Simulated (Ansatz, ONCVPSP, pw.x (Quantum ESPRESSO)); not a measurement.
# What a changed setting does to a pw.x run (bcc N)

Potential: optimised norm-conserving Vanderbilt (ONCV), ONCVPSP 4.0.1.1 (patched build), PBEsol; core [He], reference 2s2 2p3; waves: 2s: rc 0.90 bohr, ncon 4, nbas 7, qcut 8.8 1/bohr, 2 projectors, debl 3.3 Ha; 2p: rc 2.10 bohr, ncon 4, nbas 9, qcut 6 1/bohr, 1 projector; d scattering state at 0.11 Ha: rc 1.55 bohr, ncon 4, nbas 8, qcut 5.5 1/bohr, 2 projectors, debl 1.2 Ha; local part: polynomial inside 0.60 bohr (lpopt 5, dvloc0 4 Ha); core correction: Teter function, fcfact 1.75, rcfact 1.15.

The reference run (k-mesh 18³, cutoffs 95/380 Ry, Fermi–Dirac 0.01 Ry, mixing_beta 0.4, conv_thr 1e-9, no spin) gives 2.32 GPa at 6.897 Å³/atom, where all-electron LAPW gives -0.77 GPa. This run, with its own iteration cap, changes diagonalization to paro.

```
&control
  calculation='scf', prefix='x', pseudo_dir='./', outdir='./tmp', tstress=.true., disk_io='none'
/
&system
  ibrav=0, nat=1, ntyp=1, ecutwfc=95, ecutrho=380, nbnd=9,
  occupations='smearing', smearing='fd', degauss=0.01
/
&electrons
  conv_thr=1e-09, mixing_beta=0.4, electron_maxstep=50, diagonalization='paro'
/
ATOMIC_SPECIES
N 1.0 N.UPF
CELL_PARAMETERS angstrom
  -1.19913132 1.19913132 1.19913132
  1.19913132 -1.19913132 1.19913132
  1.19913132 1.19913132 -1.19913132
ATOMIC_POSITIONS crystal
N 0.0000 0.0000 0.0000
K_POINTS automatic
18 18 18 0 0 0
```

```bash
pw.x < N.scf.in > N.scf.out
```

Q: How does the run end?

A: It converges in 6 iterations; the free energy moves by +0.0 meV/atom and the pressure by +0.00 GPa. The result is that of the reference run.

```
Message from routine setup:
     using ibrav=0 with symmetry is DISCOURAGED, use correct ibrav instead
     lattice parameter (alat)  =       3.9249  a.u.
     unit-cell volume          =      46.5433 (a.u.)^3
     number of electrons       =         5.00
     number of Kohn-Sham states=            9
     kinetic-energy cutoff     =      95.0000  Ry
     charge density cutoff     =     380.0000  Ry
     scf convergence threshold =      1.0E-09
     Exchange-correlation= PBESOL
     number of k points=   195  Fermi-Dirac smearing, width (Ry)=  0.0100
     iteration #  1     ecut=    95.00 Ry     beta= 0.40
     total energy              =     -19.32180013 Ry
     estimated scf accuracy    <       0.00031351 Ry
     iteration #  2     ecut=    95.00 Ry     beta= 0.40
     total energy              =     -19.32185136 Ry
     estimated scf accuracy    <       0.00010899 Ry
     iteration #  3     ecut=    95.00 Ry     beta= 0.40
     total energy              =     -19.32185588 Ry
     estimated scf accuracy    <       0.00000168 Ry
     iteration #  4     ecut=    95.00 Ry     beta= 0.40
     total energy              =     -19.32185606 Ry
     estimated scf accuracy    <          7.5E-09 Ry
     iteration #  5     ecut=    95.00 Ry     beta= 0.40
     total energy              =     -19.32185606 Ry
     estimated scf accuracy    <          5.0E-09 Ry
     iteration #  6     ecut=    95.00 Ry     beta= 0.40
     the Fermi energy is     9.9311 ev
!    total energy              =     -19.32185607 Ry
     estimated scf accuracy    <          3.9E-12 Ry
     smearing contrib. (-TS)   =      -0.00231098 Ry
     The total energy is F=E-TS. E is the sum of the following terms:
     one-electron contribution =       4.17000006 Ry
     hartree contribution      =       1.32896276 Ry
     xc contribution           =      -4.74356517 Ry
     ewald contribution        =     -20.07494274 Ry
     convergence has been achieved in   6 iterations
          total   stress  (Ry/bohr**3)                   (kbar)     P=       23.26
     Message from routine punch:
     Nothing written, as per user request (disk_io='none')
```

The run took about 9.8 s on one core of a shared host (Intel(R) Xeon(R) 6975P-C, 192 threads, 378 GiB, load 25).
